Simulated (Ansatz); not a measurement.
Crystal: CuO.

```
Cu O
1.0
     2.34465   -1.71340    0.00000
     2.34465    1.71340    0.00000
    -0.86055    0.00000    5.05944
Cu O
2 2
Cartesian
  1.1723 0.8457 0.0000
  0.7420 -0.8457 2.5297
  2.0724 -0.2841 1.2836
  1.6421 0.2841 3.8133
```

* Program: Ansatz 0.2.0
* Task: relaxation of cell and atoms
* Functional: LDA
* Potentials or basis: all-electron LAPW, scalar-relativistic
* Basis error allowed: 0.002 eV/atom
* k mesh: 8 × 8 × 4
* Occupations: fermi-dirac, width 0.05 eV
* Spin: no spin polarisation

At the start: volume 10.16 Å³/atom.

**Question.** Where does the relaxation end?

**Answer.** Over 13 steps the energy falls by 64.4 meV/atom and the volume is 10.28 Å³/atom (+1.1 %); space group P4_2/mmc (No. 131, to 0.05 Å).

The path:
```
step  energy change (eV)  largest force (eV/Å)  volume (Å³)
   1              0.0000                0.7999        40.65
   2             -0.0802                0.6431        39.84
   3             -0.1631                0.1442        38.92
   4             -0.2080                0.0248        40.10
   5             -0.2387                0.1140        41.13
   6             -0.2499                0.0005        41.02
   7             -0.2508                0.0006        41.08
   8             -0.2508                0.0001        41.09
   9             -0.2569                0.0001        41.09
  10             -0.2575                0.0005        41.10
  11             -0.2575                0.0014        41.11
  12             -0.2575                0.0001        41.11
  13             -0.2576                0.0001        41.11
```

Final structure:
```yaml
crystal:
  lattice:
    - [2.01299, -2.01620, 0.15855]
    - [2.01299, 2.01620, 0.15855]
    - [-0.39669, 0.00000, 5.03278]
  atoms:
    - { symbol: Cu, position: [0.99425, 0.49425, 0.00185] }
    - { symbol: Cu, position: [0.49425, 0.99425, 0.50185] }
    - { symbol: O, position: [0.49426, 0.49423, 0.25185] }
    - { symbol: O, position: [0.49423, 0.49426, 0.75185] }
```

Caveat: the k mesh is thin for a metal, which can move the energy by tens of meV per atom; the run has no spin polarisation, though such a crystal can be magnetic.
